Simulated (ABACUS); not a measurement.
BN: single point with RPBE

The system is BN.

```xyz
2
Lattice="1.2511 0.7223 3.3729 -1.2511 0.7223 3.3729 0.0000 -1.4447 3.3729" Properties=species:S:1:pos:R:3 pbc="T T T"
N     0.0000    0.0000    6.7517
B     0.0000    0.0000    0.0033
```

The cell is a database's computed one.

```json
{"Program": "ABACUS 3.10.1", "Task": "single point", "Functional": "RPBE", "Potentials or basis": "SG15 ONCV 1.2 PBE", "Cutoff": "1143 eV", "Density cutoff": "4572 eV", "Basis": "plane waves", "k mesh": "10 × 10 × 10", "Occupations": "fermi-dirac, width 0.05 eV", "Spin": "no spin polarisation"}
```

```
Pressure               : 3.2 GPa
Largest force          : 0.006 eV/Å
Band gap on the k mesh : 4.40 eV, indirect (least direct gap 4.96 eV)
```

Forces in eV/Å, atoms in the order of the input:
```
N    0.000  0.000 -0.006
B    0.000  0.000  0.006
```

Stress tensor (GPa, compression positive):
```
2.66 0.00 0.00
0.00 2.66 0.00
0.00 0.00 4.36
```

Levels at points of the mesh, in eV from the valence-band top:
| k point | band 1 | band 2 | band 3 | band 4 | band 5 | band 6 | band 7 | band 8 |
| --- | --- | --- | --- | --- | --- | --- | --- | --- |
| (0.00, 0.00, 0.00) | -17.74 | -4.20 | -1.35 | -1.35 | 5.53 | 11.67 | 11.67 | 13.09 |
| (0.50, 0.00, 0.00) | -14.58 | -8.94 | -4.16 | -0.63 | 5.35 | 10.05 | 13.40 | 15.29 |
| (0.50, 0.50, 0.00) | -14.51 | -8.83 | -4.21 | -1.17 | 4.40 | 10.03 | 14.53 | 17.80 |
| (0.50, 0.50, 0.50) | -17.49 | -6.07 | -1.37 | -1.37 | 10.27 | 11.60 | 11.60 | 12.32 |

Wall time 39 s on 4 MPI ranks on Intel(R) Xeon(R) Platinum 8488C (Sapphire Rapids) (shared host), peak memory 0.36 GiB a rank.

Caveat: the potentials were made for another functional, which shifts forces and pressure. A k mesh can miss the band edges.
